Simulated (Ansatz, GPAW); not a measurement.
# Ballistic transport through a Pb chain with an H atom on top of one atom, from relaxation to T(E), part 2 of 4

Aim: the conductance of a Pb chain with an H atom on top of one atom after relaxation, and whether geometry, basis or functional moves it most.

GPAW 26.7.0 and Ansatz 0.2.0; Ansatz plane waves; relaxation of the junction with the lead ends held; PAW set soft_1 (the session's first sound run).

So far. Step 2 (Relaxing the atoms): The relaxation lowered the energy of the cell by 0.893 eV.

**3. Plane-wave reference (PBE)**

A plane-wave run comes first: its basis does not favour the atoms, so it serves as the reference for the orbital bases.

This step: Ansatz plane waves; Landauer transmission by layers, zero bias; PAW set soft_1 (Ansatz 0.2.0).

input.yaml reads:

```yaml
crystal:
  lattice:
    - [9.0, 0.0, 0.0]
    - [0.0, 9.0, 0.0]
    - [0.0, 0.0, 37.7]
  atoms:
    - { symbol: Pb, position: [0.5, 0.5, 0.0384615385] }
    - { symbol: Pb, position: [0.5, 0.5, 0.1153846154] }
    - { symbol: Pb, position: [0.5, 0.5, 0.1923076923] }
    - { symbol: Pb, position: [0.5, 0.5, 0.2692307692] }
    - { symbol: Pb, position: [0.385889772, 0.4855199268, 0.3434677718] }
    - { symbol: Pb, position: [0.5109459422, 0.5015261033, 0.4163958469] }
    - { symbol: Pb, position: [0.4511001795, 0.491943653, 0.4996860252] }
    - { symbol: H, position: [0.6575967378, 0.5247691848, 0.5001976176] }
    - { symbol: Pb, position: [0.5096745402, 0.4994786112, 0.5830409112] }
    - { symbol: Pb, position: [0.3885508447, 0.4798351107, 0.6563033492] }
    - { symbol: Pb, position: [0.5, 0.5, 0.7307692308] }
    - { symbol: Pb, position: [0.5, 0.5, 0.8076923077] }
    - { symbol: Pb, position: [0.5, 0.5, 0.8846153846] }
    - { symbol: Pb, position: [0.5, 0.5, 0.9615384615] }
kpoints:
  mp_grid: { grid: [1, 1, 2] }
hamiltonian:
  xc: pbe
  pseudopotentials: { kind: paw, azcp: { folder: soft_1 } }
scf:
  occupations: { method: fermi_dirac, width: 0.1 }
output:
  transmission:
    leads: [[0, 1]]
    e_range: [-2, 2]
    de: 0.025
    kmesh: [1, 1]
    reduced_basis: true
  write_potential: true
  write_density: true
  volumetric_format: npy
  elf: true
```

The run is started by

```bash
> ansatz run input.yaml --threads 4 --pin off --max-ram 8192MiB --backend cpu --events-out ev --progress --plain --runs-dir out
```

Numbers of over 12 decimals in the logs are rounded to 6 here.

Log:

```text
[...]
Crystal: 14 atoms, lattice volume = 3053.700 Å³
Basis set: ecut = 420 eV, 59633 PW (Γ)
Bands: 110, of which v1, the nominal top of the filled ones, is band 92 counted from 1 (91 counted from 0)
Symmetry: 1 space group operations
[...]
k-points: 2
[...]
SCF iter   9: F=-154814.342611 eV  HF=-154814.342611 eV  |F-HF|=3.20e-9  |Δ(HF+E_count)|=   3.08e-7  Δρ=1.14e-6  dr2=5.76e-8  ethr=5.46e-11  ⟨swp⟩=10.0  Hψ=800  notcnv=0
SCF 1 converged in 9 iterations: F = -154814.342611 eV  dr2 = 5.76e-8
[...]
transmission: 47 of 282 steps passed
transmission: 94 of 282 steps passed
[...]
transmission: 282 of 282 steps passed
WARN: The output density's exchange-correlation potential varies sharply where the density is thin. Do not read a vacuum level from v_tot or v_xc, or from such a field of the output density. On a cell that repeats whose density bears no net charge and no dipole along the vacuum's axis use v_es (v_loc + v_h of the components); under efield.dipole_correction with no amplitude use v_es + v_field, which holds any externa [...]
SCF converged after 9 iterations
Free energy (F): -154814.342611 eV
[...]
Internal energy: -154813.796175 eV  (E = F + TS)
E sigma→0 (E₀):  -154814.069393 eV
Entropy (-TS):   -0.546437 eV (-39.031 meV/atom)
Fermi energy:    -2.141581 eV
[...]
--- Band table (eV) ---
  k-point 0: bands = [... 88 lower, -2.5019, -2.3523, -2.2957, -2.1479, -2.0350, -1.8293, -1.7890, -1.7250, ... 14 higher]
  k-point 1: bands = [... 88 lower, -2.5035, -2.3672, -2.3062, -2.0999, -2.0298, -1.9468, -1.6825, -1.6019, ... 14 higher]
--- Transmission ---
  basis      : 717 plane waves across, 47 finite elements along
  points     : 1, standing for a mesh of 1 x 1
  filling    : by the input's occupations and mesh, since the crystals that have channels conduct as metals do. If one of these is a semiconductor, that mesh has misplaced its level
  energies   : 161 from -2.000000 to 2.000000 eV about the Fermi level, 0.025000 eV apart; the leads are filled to 0.000000 eV, and channels, transmission and decay are at 0.000000 eV
  crystal 0  : Pb1, at the sites [0, 1], period 2.9000 Å, over 23.20 Å; its Hamiltonian steps by up to 28.8 meV: too much for a lead, lay more layers or, if its atoms are ordered, name the step of that order
    offset         : up to 0.0000 Å between an atom of the period and one for which it stands
    filled         : 6.1 meV over the level at which it is neutral
    channels       : 3.000000e0 a spin
    conductance    : 2.8697e14 S/m² at 300 K; may be off by some 0.0 % by where its bands' edges are placed, 0.0 % from the distance to neutral
  junction   : crystal 0 to crystal 0, 0.00 to 34.80 Å
    transmission   : 1.885061e0 a spin
    error estimate : 4.793934e-4 a spin from the reduction of the transverse basis, at the most 4.273509e-3 at -0.675000 eV
    conductance    : 1.8015e14 S/m² at 300 K (1.8015e14 on every other energy)
    error estimate : 0.0 % from the energy spacing and 0.0 % from band edges of the leads and from resonances (wavevectors taken as independent; lower de), 0.0 % from the reduction of the transverse basis, 0.3 % from the steps of its leads' Hamiltonians or their offsets (lay more layers), 0.0 % from the distance to neutral
    resistance     : 2.0661e-3 Ω µm² beyond half of each lead's own
```

It took 67 s on 4 threads of Intel Xeon Platinum 8375C at 2.90GHz (Ice Lake), shared host; peak memory 3.5 GiB.

This step gave:

| Item | Value |
| --- | --- |
| free energy | -154814.3426 eV |
| lead level | 0 eV from the Fermi level |
| transmission at the Fermi level (one spin) | 1.885 |
| open channels of the lead at the Fermi level (one spin) | 3 |
| step of the potential along the lead | 28.8 meV |
| offset of the lead | 0 Å |
| filling of the lead less its bulk value, in size | 6.1 meV |
| conductance | 1.883 G₀ |

One spin. Table of transmission, zone mean by energy, zero at the Fermi level:

energy (eV), transmission, zone mean and a bar:
```
   -2.000       0.12 
   -1.900       0.19 #
   -1.800       0.29 ###
   -1.700       0.45 #####
   -1.600       0.71 #########
   -1.500       0.96 #############
   -1.450       1.00 ##############
   -1.400       0.95 #############
   -1.300       0.71 #########
   -1.200       0.48 ######
   -1.100       0.34 ###
   -1.000       0.26 ##
   -0.900       0.23 ##
   -0.800       0.30 ###
   -0.700       1.02 ##############
   -0.600       1.22 #################
   -0.500       1.58 #######################
   -0.400       1.80 ###########################
   -0.300       1.86 ###########################
   -0.200       1.88 ############################
   -0.100       1.89 ############################
    0.000       1.89 ############################
    0.100       1.87 ############################
    0.200       1.84 ###########################
    0.300       1.83 ###########################
    0.400       1.84 ###########################
    0.500       1.87 ############################
    0.600       1.92 ############################
    0.700       1.96 #############################
    0.800       1.99 #############################
    0.900       2.01 ##############################
    1.000       2.02 ##############################
    1.100       2.02 ##############################
    1.200       2.02 ##############################
    1.300       2.01 ##############################
    1.400       2.01 ##############################
    1.500       2.00 ##############################
    1.600       1.99 #############################
    1.700       1.98 #############################
    1.800       1.95 #############################
    1.900       1.90 ############################
    2.000       1.80 ###########################
```

One spin. Table of open channels, zone mean by energy, zero at the Fermi level:

| energy (eV) | open channels, zone mean |
| --- | --- |
| -2.000 | 1 |
| -1.900 | 1 |
| -1.800 | 1 |
| -1.700 | 1 |
| -1.600 | 1 |
| -1.500 | 1 |
| -1.400 | 1 |
| -1.300 | 1 |
| -1.200 | 1 |
| -1.100 | 1 |
| -1.000 | 1 |
| -0.900 | 1 |
| -0.800 | 1 |
| -0.700 | 3 |
| -0.600 | 3 |
| -0.500 | 3 |
| -0.400 | 3 |
| -0.300 | 3 |
| -0.200 | 3 |
| -0.100 | 3 |
| 0.000 | 3 |
| 0.100 | 3 |
| 0.200 | 3 |
| 0.300 | 3 |
| 0.400 | 3 |
| 0.500 | 3 |
| 0.600 | 3 |
| 0.700 | 3 |
| 0.800 | 3 |
| 0.900 | 3 |
| 1.000 | 3 |
| 1.100 | 3 |
| 1.200 | 3 |
| 1.300 | 3 |
| 1.400 | 3 |
| 1.500 | 3 |
| 1.600 | 3 |
| 1.700 | 3 |
| 1.800 | 3 |
| 1.900 | 3 |
| 2.000 | 3 |

Crystal 0, spin -, k parallel (0, 0); distinct values, listed up to 1.5 1/Å. Im kz of the slowest decaying states against energy, zero at the Fermi level:

```csv
energy (eV),decay 1 (Å⁻¹),decay 2 (Å⁻¹),decay 3 (Å⁻¹),decay 4 (Å⁻¹)
-2.000,0.513,0.513,1.16,1.29
-1.800,0.473,0.474,1.13,1.27
-1.600,0.430,0.430,1.11,1.25
-1.400,0.380,0.380,1.08,1.22
-1.200,0.322,0.322,1.06,1.20
-1.000,0.249,0.249,1.03,1.18
-0.800,0.140,0.141,1.01,1.16
-0.600,0.980,1.13,1.19,1.19
-0.400,0.951,1.11,1.18,1.18
-0.200,0.923,1.08,1.16,1.16
0.000,0.893,1.06,1.14,1.14
0.200,0.862,1.03,1.12,1.12
0.400,0.830,1.01,1.10,1.10
0.600,0.797,0.981,1.07,1.07
0.800,0.762,0.953,1.05,1.05
1.000,0.726,0.924,1.03,1.03
1.200,0.688,0.895,1.01,1.01
1.400,0.647,0.864,0.984,0.984
1.600,0.604,0.833,0.960,0.960
1.800,0.558,0.800,0.935,0.935
2.000,0.507,0.766,0.910,0.910
```

Crystal 0, spin -, k parallel (0, 0). The Re kz of states that move upwards by energy, zero at the Fermi level:

```
energy (eV)  channel 1 (Å⁻¹)  channel 2 (Å⁻¹)  channel 3 (Å⁻¹)
     -2.000           -0.985                -                -
     -1.900           -0.972                -                -
     -1.800           -0.959                -                -
     -1.700           -0.947                -                -
     -1.600           -0.936                -                -
     -1.500           -0.925                -                -
     -1.400           -0.914                -                -
     -1.300           -0.904                -                -
     -1.200           -0.894                -                -
     -1.100           -0.885                -                -
     -1.000           -0.876                -                -
     -0.900           -0.866                -                -
     -0.800           -0.857                -                -
     -0.700           -0.848           0.0409           0.0425
     -0.600           -0.840            0.153            0.153
     -0.500           -0.831            0.213            0.213
     -0.400           -0.823            0.259            0.260
     -0.300           -0.814            0.299            0.299
     -0.200           -0.806            0.335            0.335
     -0.100           -0.798            0.367            0.367
      0.000           -0.790            0.397            0.397
      0.100           -0.781            0.425            0.425
      0.200           -0.773            0.452            0.452
      0.300           -0.766            0.477            0.477
      0.400           -0.758            0.501            0.502
      0.500           -0.750            0.525            0.525
      0.600           -0.742            0.548            0.548
      0.700           -0.734            0.570            0.570
      0.800           -0.727            0.591            0.591
      0.900           -0.719            0.612            0.612
      1.000           -0.712            0.633            0.633
      1.100           -0.704            0.653            0.653
      1.200           -0.697            0.673            0.673
      1.300           -0.689            0.692            0.692
      1.400           -0.682            0.712            0.712
      1.500           -0.675            0.731            0.731
      1.600           -0.667            0.750            0.750
      1.700           -0.660            0.769            0.769
      1.800           -0.653            0.788            0.788
      1.900           -0.646            0.807            0.808
      2.000           -0.638            0.827            0.827
```

The electrostatic potential energy of an electron (with the applied field's), less the Fermi level, planar mean oscillates, so the rows of the table below give means over windows of 2.8 Å about each position, cut where the curve ends. Its maxima inside the range that stand out by 2 % of the span (Å: eV): 2.9: 3.86, 5.7: 3.86, 8.7: 3.83, 11.5: 3.71, 14.3: 3.64, 17.4: 3.82, 20.3: 3.83, 23.4: 3.65, 26.2: 3.71, 29.0: 3.83, 32.0: 3.86, 34.8: 3.86. Its minima: 1.5: 1.99, 4.4: 2.00, 7.2: 1.99, 10.2: 1.91, 13.0: 1.88, 15.8: 1.78, 18.9: 1.70, 21.9: 1.78, 24.7: 1.88, 27.5: 1.91, 30.5: 1.99, 33.3: 2.00, 36.2: 1.99.

Table of electrostatic potential energy of an electron (with the applied field's), less the Fermi level, planar mean by z; means over each step:

```
z (Å)  electrostatic potential energy of an electron (with the applied field's), less the Fermi level, planar mean (eV)
 1.40                                                                                                              2.90
 4.20                                                                                                              2.90
 7.00                                                                                                              2.90
 9.80                                                                                                              2.84
12.60                                                                                                              2.78
15.40                                                                                                              2.70
18.20                                                                                                              2.84
21.00                                                                                                              2.92
23.80                                                                                                              2.73
26.60                                                                                                              2.80
29.40                                                                                                              2.93
32.20                                                                                                              2.96
35.00                                                                                                              2.96
```

The valence density, planar mean oscillates, so the rows of the table below give means over windows of 2.87 Å about each position, cut where the curve ends. Its maxima inside the range that stand out by 2 % of the span (Å: e/Å³): 1.5: 0.135, 4.4: 0.134, 7.2: 0.135, 10.2: 0.135, 13.0: 0.135, 15.8: 0.134, 18.9: 0.149, 21.9: 0.134, 24.7: 0.135, 27.5: 0.135, 30.5: 0.135, 33.3: 0.134, 36.2: 0.135. Its minima: 2.9: 0.0145, 5.7: 0.0144, 8.7: 0.0145, 11.5: 0.0163, 14.3: 0.0173, 17.2: 0.0108, 20.5: 0.0109, 23.4: 0.0172, 26.2: 0.0161, 29.0: 0.0145, 32.0: 0.0144, 34.8: 0.0145.

Valence density, planar mean against z; means over each step:

```
z (Å)  valence density, planar mean (e/Å³)
 1.44                               0.0601
 4.30                               0.0600
 7.17                               0.0601
10.04                               0.0603
12.91                               0.0609
15.78                               0.0596
18.65                               0.0637
21.52                               0.0585
24.39                               0.0611
27.26                               0.0605
30.13                               0.0601
33.00                               0.0600
35.88                               0.0600
```

Valence density in the ca plane at fractional y = 0.480, with atoms of Pb within 0.2 Å of it. It is the smooth field of the valence electrons, not physical close to the nuclei.

Ten steps, logarithmic in the rise over the least value, from '0' (0.0 e/Å³) to '9' (7.4 e/Å³), each cell a mean:
```
00000000000000000000000000000000000000000000
00000000000000000000000000000000000000000000
00000000000000000000000000000000000000000000
00000000000000000000000000000000000000000000
00000000000000000000000000000000000000000000
00000000000000000000011100000000000000000000
00000000000000000000122210000000000000000000
10000000000111110001234321000111110000000000
21100000001234332111234421112334321000000001
42111001112467653211234321123567642111111112
64211121123589874222356542224789853212221123
74323443323689985323578763235899863233443224
64335676433578874334799974334789853346775334
53347898643456653224799974223567643368997533
32357999642233332123578753212333322468998532
22247898632111111112345432111111112358987422
11235676421100000001122221000000011245665321
00123343210000000000011100000000000123332210
00011111100000000000000000000000000011111100
00000000000000000000000000000000000000000000
00000000000000000000000000000000000000000000
00000000000000000000000000000000000000000000
00000000000000000000000000000000000000000000
00000000000000000000000000000000000000000000
```
Columns run along c (16.0 Å, from fractional 0.29 to 0.71 of the cell), rows up along a (9.0 Å). Atoms in or near the plane, at fractional coordinates: Pb at (0.34, 0.39), Pb at (0.42, 0.51), Pb at (0.50, 0.45), Pb at (0.58, 0.51), Pb at (0.66, 0.39).

Electrostatic potential energy in the ca plane at fractional y = 0.480, with atoms of Pb within 0.2 Å of it. With pseudopotentials it is smooth inside the atoms' cores, unlike the true potential.

Values in eV, 13 rows by 16 columns, each cell a mean:
```
  2   2   2   2   2   2   2   2   2   2   2   2   2   2   2   2
  2   2   2   2   2   2   2   2   2   2   2   2   2   2   2   2
  2   2   2   2   1   1   2   2   2   2   2   1   2   2   2   2
  1   2   2   1   0   0   2   2   0   2   1   0   1   2   2   2
 -1   1   2   1  -7  -8   0  -1  -5   1  -4 -10  -1   1   2   1
-12   0  -1  -2 -32 -35  -3  -9 -15  -2 -21 -40  -9  -1  -1  -3
-20 -11 -23  -6 -37 -39  -5 -31 -40  -8 -27 -41 -14 -16 -21  -7
 -9 -29 -41 -12 -18 -19  -2 -30 -40  -7 -11 -25  -6 -35 -40  -8
 -1 -25 -41  -9  -1  -1   0  -8 -14  -1   0  -2  -2 -31 -37  -4
  1  -5 -11  -1   1   1   1   1   0   1   1   1   1  -6  -9   0
  2   1   0   1   2   2   2   2   2   2   2   2   1   1   0   1
  2   2   2   2   2   2   2   2   2   2   2   2   2   2   2   2
  2   2   2   2   2   2   2   2   2   2   2   2   2   2   2   2
```
Columns run along c (16.0 Å, from fractional 0.29 to 0.71 of the cell; values clipped at the 3rd and 97th percentile), rows up along a (9.0 Å). Atoms in or near the plane, at fractional coordinates: Pb at (0.34, 0.39), Pb at (0.42, 0.51), Pb at (0.50, 0.45), Pb at (0.58, 0.51), Pb at (0.66, 0.39).

ELF in the ca plane at fractional y = 0.480, with atoms of Pb within 0.2 Å of it. It is the smooth field of the valence electrons, not physical close to the nuclei.

Ten even steps from '0' (0.00) to '9' (1.00), each cell a mean:
```
00000000000000000000000000000000000000000000
00000000000000000000001000000000000000000000
00000000000000000000145420000000000000000000
00000000000000000001478851000000000000000000
10000000000000000002799973000000000000000000
21100000001111110003899984000011111000000011
32110000112223221004999995001223222110001112
43221111123334332104999995102333333211111223
44322222233444443213799973113444443322222234
44432222334444444312455542124444444332222334
44333233333421134322333332234311243333333334
33333333333410024333321233234200143333333333
33333333333331133333310133334311233333333333
33333102333333443333310134333443333332013333
33342001333233333344432344433333323331002433
33443102444222222234455544322222223442113443
23444444444211111134566654321111124444444443
23444444443211000123566653210001123444444443
12344444433210000011344432100000122344444432
11233433322100000000122210000000012233333321
01122222211000000000000000000000001112222111
00011111100000000000000000000000000001111000
00000000000000000000000000000000000000000000
00000000000000000000000000000000000000000000
```
Columns run along c (16.0 Å, from fractional 0.29 to 0.71 of the cell), rows up along a (9.0 Å). Atoms in or near the plane, at fractional coordinates: Pb at (0.34, 0.39), Pb at (0.42, 0.51), Pb at (0.50, 0.45), Pb at (0.58, 0.51), Pb at (0.66, 0.39).

T at the Fermi level is 1.89; the potential still steps by 28.8 meV from one lead period to the next, more than the program accepts for a lead, so the cell is too short for a firm reference, and the program's own error estimates apply.

[end of part 2 of 4]

[Logs are printed without paths, hosts, clocks, repeated set-up lines and the standing remarks that a program may print on its own settings, such as how far it seeks lower states.]

[Hosts, paths, dates, database ids (printed as entryN), source tags and the programs' standing remarks are cut or masked in the printed files.]
